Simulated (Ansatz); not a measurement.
# SrVO3 (Pm-3m) in Ansatz: settings compared, part 2 of 2

Ansatz 0.2.0. Earlier steps stand in the parts before.

## Step 3: Relaxation of cell and atoms, BLYP, collinear spin, ferromagnetic start

The input, input.yaml:

```yaml
crystal:
  lattice:
    - [3.8409, 0.0, 0.0]
    - [0.0, 3.8409, 0.0]
    - [0.0, 0.0, 3.8409]
  atoms:
    - { symbol: Sr, position: [0.5, 0.5, 0.5] }
    - { symbol: V, position: [0.0, 0.0, 0.0], spin: 2.0 }
    - { symbol: O, position: [0.0, 0.0, 0.5] }
    - { symbol: O, position: [0.0, 0.5, 0.0] }
    - { symbol: O, position: [0.5, 0.0, 0.0] }
hamiltonian:
  xc: blyp
  pseudopotentials: { kind: paw }
magnetization:
  spin_polarized: true
kpoints:
  mp_grid: { grid: [7, 7, 7] }
scf:
  occupations: { method: fermi_dirac, width: 0.05 }
output:
  forces: true
  stress: true
relax:
  f_tol: 0.01
  max_steps: 40
  cell: { stress_tol: 0.05 }
```

Potentials or basis: Ansatz PAW.

Launch:

```bash
> ansatz run input.yaml --threads 2 --pin off --max-ram 5120MiB --backend cpu --events-out ev --progress --plain --runs-dir out
```

Standard output:

```text
Warning: RAYON_NUM_THREADS=2 ignored (pool sized by the plan → 2); use --threads N
Engine: ansatz 0.2.0, x86_64-unknown-linux-gnu
Pseudopotentials: kind: paw
Pseudopotential: Sr, paw, valence charge 10, recommended cutoff 420 eV (normal), Sr.paw.azcp
Pseudopotential: V, paw, valence charge 13, recommended cutoff 420 eV (normal), V.paw.azcp
Pseudopotential: O, paw, valence charge 6, recommended cutoff 420 eV (normal), O.paw.azcp
Functional definition: BLYP
  parameter beta = 0.0042
  parameter a = 0.04918
  parameter b = 0.132
  parameter c = 0.2533
  parameter d = 0.349
  exchange = b88_x(beta = beta)
  correlation = lyp_c(a = a, b = b, c = c, d = d)
Crystal: 5 atoms, lattice volume = 56.663 Å³
Basis set: ecut = 420 eV, 1141 PW (Γ), exchange–correlation on 54×54×54 points (8 copies of the dense FFT grid, shifted against one another)
Bands: 27, of which v1, the nominal top of the filled ones, is band 21 counted from 1 (20 counted from 0)
Symmetry: 48 space group operations
Space group: Pm-3m (ITA 221), of the structure as read, at distance tolerance 3.8e-5 Å
Magnetic group: BNS 221.92 (UNI 1594), of the structure as read, at distance tolerance 3.8e-5 Å
k-points: 20 of 343
Non-local potential: Sr, projectors of the file, l = 0: 3, l = 1: 2, l = 2: 2
Non-local potential: V, projectors of the file, l = 0: 3, l = 1: 2, l = 2: 3, l = 3: 1
Non-local potential: O, projectors of the file, l = 0: 2, l = 1: 2, l = 2: 1
PAW form: soft (Blöchl's): semilocal exchange-correlation on the pseudo side does not see the compensation charge
PAW frozen core: Sr, regenerated for the run's functional, and the local potential with it (the file was generated under x = pbe(κ = 0.804, μ = 0.2195149727645171), c = pbe(β = 0.06672455060314922))
PAW frozen core: V, regenerated for the run's functional, and the local potential with it (the file was generated under x = pbe(κ = 0.804, μ = 0.2195149727645171), c = pbe(β = 0.06672455060314922))
PAW frozen core: O, regenerated for the run's functional, and the local potential with it (the file was generated under x = pbe(κ = 0.804, μ = 0.2195149727645171), c = pbe(β = 0.06672455060314922))
PAW one-centre angular grid: Sr, 110 points (default); XC on 64 Gauss nodes
PAW one-centre angular grid: V, 590 points (default); XC on 64 Gauss nodes
PAW one-centre angular grid: O, 110 points (default); XC on 64 Gauss nodes
Initial density: superposition of atomic densities (chi_scale 0.1, normalization cell, long waves kept (reshape's long-wave potential 0.00 eV rms))
Starting moments: Σ|m| = 2 μB on 1 of 5 sites
Initial wavefunctions: pseudopotential atomic-orbital guess
Functional: x = b88, c = lyp
[... 126 lines left out ...]
relax step   7: F+E_penalty+E_count = -8190.47638094 eV  Δ(F+E_penalty+E_count) = -4.789e-4 eV  max|allowed force component| = 3.724e-30 eV/Å  Δτ_max = 0.0000 Å  P = +0.025 GPa  Ω = 59.233 Å³  stress off target by 2.50e-2 GPa  SCF on the basis re-selected at this cell (its energy is not comparable with the rows above)  (7 SCF iters)
basis re-selected at this cell: Δ(F+E_penalty+E_count) = -4.789e-4 eV, ΔP = +0.007 GPa vs the last step (what re-selecting the basis moved, of the pressure what is left beyond the Pulay correction that the steps carried, after the strain that the cell walked since its last selection, with what the two solves' SCF thresholds leave and, on support functions, any second-order correction that the steps lacked; it is no measure of the basis error at this ecutwfc). This SCF's stress stands 2.50e-2 GPa from its target on what of the cell is left free (relax.cell.stress_tol is 5.00e-2 GPa) and its largest allowed force component is 3.72e-30 eV/Å (relax.f_tol is 1.00e-2 eV/Å): within both
SCF converged after 7 iterations
Magnetization: -0.0000 μB (20.5000 up, 20.5000 down)
Absolute magnetization: 0.0000 μB (∫|ρ↑−ρ↓|, with the PAW one-centre terms)
Spin contamination: 0.0000 ħ² per cell (⟨S²⟩ above its minimum at these occupations)
Per-site moments (μB) at R_I (Å): [(2.2664984098519116e-10, 1.1370072395202282), (-5.08230170528724e-7, 0.8039855293229505), (1.972126353553342e-8, 0.8039855293229505), (1.9721263607256266e-8, 0.8039855293229505), (1.9721263413008993e-8, 0.8039855293229505)]
Free energy (F): -8190.476381 eV
Harris-Foulkes:  -8190.476381 eV  (|F-HF|=4.55e-12)
Internal energy: -8190.464159 eV  (E = F + TS)
E sigma→0 (E₀):  -8190.470270 eV
Entropy (-TS):   -0.012222 eV (-2.444 meV/atom)
Fermi energy:    12.016801 eV
--- Per-component energies (eV) ---
  E_band       = -232.172615
  E_kinetic    = 1108.367580
  E_local      = -2711.572185  (includes V_loc(G=0)·N_el)
  E_nonlocal   = 298.936020
  E_hartree    = 1008.653715
  E_xc         = -521.787961
  E_vxc        = -603.674633  (∫ρ·V_xc dr)
  E_paw        = -4309.742086  (= ΣΔE_a)
  E_vpaw       = -341.544711  (= ΣTr[D̂ρ^β])
  E_aug_tail   = 0.007903  (compensation charges beyond the density's cutoff)
  E_ewald      = -3063.426154
  E_core_change = 0.099009  (= ΣΔE_core)
  E_smearing   = -0.012222  (= −TS)
  E_closure    = -0.000000  (closes the sum)
  Σ components = -8190.476381   (vs F -8190.476381, Δ=0.00e0)
--- Forces (eV/Å), atoms counted from 1 ---
  atom   1  Sr     0.00000000     0.00000000     0.00000000
  atom   2  V     -0.00000000     0.00000000     0.00000000
  atom   3  O      0.00000000     0.00000000    -0.00000000
  atom   4  O     -0.00000000     0.00000000     0.00000000
  atom   5  O     -0.00000000    -0.00000000    -0.00000000
  max |Σ_I F_I| component: 5.05e-30 eV/Å
--- Stress (GPa, compression-positive) ---
        0.024983      -0.000000       0.000000
       -0.000000       0.024983      -0.000000
        0.000000      -0.000000       0.024983
  P = ⅓ Tr σ = 0.0250 GPa (0.250 kbar)
--- Relaxed structure (5 steps of the walk, 5 accepted, 2 SCFs on fresh bases) ---
  F+E_penalty+E_count = -8190.47638094 eV   max|allowed force component| = 3.724e-30 eV/Å   (the final SCF, on the basis selected at the relaxed cell)
  cell:  # Å, volume = 59.2329 Å³
    - [3.8981116573233963, -1.2358050476484762e-33, -2.0061770254033704e-34]
    - [-5.938283995193977e-34, 3.8981116573233963, 0.0]
    - [-7.141990210435999e-34, 0.0, 3.8981116573233963]
  atoms:
    - { symbol: Sr, position: [0.5, 0.5, 0.5] }
    - { symbol: V, position: [-6.528993938270907e-37, 3.3461093935060026e-38, 2.1377107421185715e-49] }
    - { symbol: O, position: [-6.365769090100614e-37, -1.5424748179377449e-37, 0.5] }
    - { symbol: O, position: [-6.365769090062768e-37, 0.5, -1.389511982377072e-48] }
    - { symbol: O, position: [0.5, 1.0691227574279988e-37, 6.528993938260065e-38] }
```

Wall time 43 s (2 threads of Intel Xeon at 2.50GHz (Skylake/Cascade Lake), shared host); peak memory 0.41 GiB.

What came out:

| Property | Result |
| --- | --- |
| Free energy | -8190.4764 eV |
| Relaxed volume | 11.85 Å³/atom |
| Relaxed cell | a = 3.898 Å, b = 3.898 Å, c = 3.898 Å, α = 90.00°, β = 90.00°, γ = 90.00° |
| Space group after relaxing (to 0.05 Å) | Pm-3m (No. 221) |
| Energy gained by relaxing | 13.0 meV/atom |
| Ionic steps | 7 |
| Pressure after relaxing | 0.0 GPa |
| Net moment | 0.00 μB per cell |
| Absolute moment | 0.00 μB per cell |

The path:
| step | energy change (eV) | largest force (eV/Å) | volume (Å³) |
| --- | --- | --- | --- |
| 1 | 0.0000 | 0.0000 | 56.66 |
| 2 | -0.0504 | 0.0000 | 58.70 |
| 3 | -0.0503 | 0.0000 | 59.08 |
| 4 | -0.0502 | 0.0000 | 59.11 |
| 5 | -0.0648 | 0.0000 | 59.11 |
| 6 | -0.0643 | 0.0000 | 59.23 |
| 7 | -0.0648 | 0.0000 | 59.23 |

Final structure:
```
Sr V O
1.0
     3.89811    0.00000    0.00000
     0.00000    3.89811    0.00000
     0.00000    0.00000    3.89811
Sr V O
1 1 3
Direct
  0.50000 0.50000 0.50000
  0.00000 0.00000 0.00000
  0.00000 0.00000 0.50000
  0.00000 0.50000 0.00000
  0.50000 0.00000 0.00000
```

Caveat: the plane-wave basis is chosen anew once the cell has moved, so the energies of steps on either side of that aren't comparable; the pressure holds a Pulay correction of +0.7 GPa for the finite cutoff; the PAW data sets come from PBE, with cores solved anew for the run's functional, which leaves a small shift of forces and pressure; the starting moments weren't kept.

## Step 4: Single point, PBE, collinear spin, ferromagnetic start

Edit input.yaml of step 3 so:

```diff
@@ -12,3 +12,3 @@
 hamiltonian:
-  xc: blyp
+  xc: pbe
   pseudopotentials: { kind: paw }
@@ -17,3 +17,3 @@
 kpoints:
-  mp_grid: { grid: [7, 7, 7] }
+  mp_grid: { grid: [4, 4, 4] }
 scf:
@@ -23,5 +23,2 @@
   stress: true
-relax:
-  f_tol: 0.01
-  max_steps: 40
-  cell: { stress_tol: 0.05 }
+  eigenvalues: true
```

Launch:

```bash
> ansatz run input.yaml --threads 2 --pin off --max-ram 5120MiB --backend cpu --events-out ev --progress --plain --runs-dir out
```

Run time: 4.5 s. Hardware: 2 threads of Intel Xeon at 2.50GHz (Skylake/Cascade Lake), shared host; peak memory 0.36 GiB.

Results (log left out):

| Quantity | Value |
| --- | --- |
| Free energy | -8165.1861 eV |
| Pressure | 3.2 GPa |
| Band gap on the k mesh | none (metal or under the smearing width) |
| Net moment | 0.62 μB per cell |
| Absolute moment | 0.64 μB per cell |
| Site moments | Sr -0.00; V +0.46; O +0.01 μB |

Levels at points of the mesh, in eV from the Fermi level:
Spin up:
```csv
k point,band 16,band 17,band 18,band 19,band 20,band 21,band 22,band 23,band 24,band 25
"(0.00, 0.00, 0.00)",-3.24,-3.24,-2.38,-2.38,-2.38,-1.25,-1.25,-1.25,1.16,1.16
"(0.00, 0.00, -0.50)",-4.63,-4.56,-4.09,-2.83,-2.83,-1.15,0.71,0.71,1.17,3.49
"(0.00, -0.50, -0.50)",-5.15,-4.10,-3.61,-3.61,-2.11,0.68,0.68,1.02,2.20,5.40
"(-0.50, -0.50, -0.50)",-5.95,-5.95,-2.02,-2.02,-2.02,1.26,1.26,1.26,5.26,5.26
```
Spin down:
| k point | band 17 | band 18 | band 19 | band 20 | band 21 | band 22 | band 23 | band 24 |
| --- | --- | --- | --- | --- | --- | --- | --- | --- |
| (0.00, 0.00, 0.00) | -3.22 | -2.37 | -2.37 | -2.37 | -0.60 | -0.60 | -0.60 | 1.47 |
| (0.00, 0.00, -0.50) | -4.46 | -4.07 | -2.82 | -2.82 | -0.47 | 1.29 | 1.29 | 1.48 |
| (0.00, -0.50, -0.50) | -4.07 | -3.58 | -3.58 | -2.08 | 1.28 | 1.28 | 1.66 | 2.49 |
| (-0.50, -0.50, -0.50) | -5.81 | -1.99 | -1.99 | -1.99 | 1.88 | 1.88 | 1.88 | 5.28 |

Caveat: the k mesh is coarse (spacing up to 0.41 Å⁻¹), so the values aren't converged; the pressure holds a Pulay correction of +0.6 GPa for the finite cutoff; semilocal functionals often make such compounds metallic where correlation or magnetic order opens a gap, which also shifts bond lengths. With open d or f shells a metallic result of PBE can be an artefact of self-interaction; +U or a hybrid may open a gap.

## Step 5: The runs side by side

```csv
task,level,cell,k mesh,mesh quality,pressure (GPa),moment (μB),relaxed volume (Å³/atom)
relaxation of cell and atoms,PBEsol,relaxed,7 × 7 × 7,not flagged,0.0,0.00,11.05
relaxation of cell and atoms,BLYP,relaxed,7 × 7 × 7,not flagged,0.0,0.00,11.85
single point,PBE,as given,4 × 4 × 4,coarse,3.2,0.62,-
```

Alike in all rows: potentials or basis Ansatz PAW; spin collinear, ferromagnetic start; cutoff (eV) 420; smearing fermi-dirac 0.05 eV.

Caveats: some runs use coarse meshes; the plane-wave basis is chosen anew once the cell has moved, so the energies of steps on either side of that aren't comparable (some runs); the PAW data sets come from PBE, with cores solved anew for the run's functional, which leaves a small shift of forces and pressure (some runs); the starting moments weren't kept (some runs); semilocal functionals often make such compounds metallic where correlation or magnetic order opens a gap, which also shifts bond lengths (some runs).

Absolute energies hang on the potentials; compare differences alone.
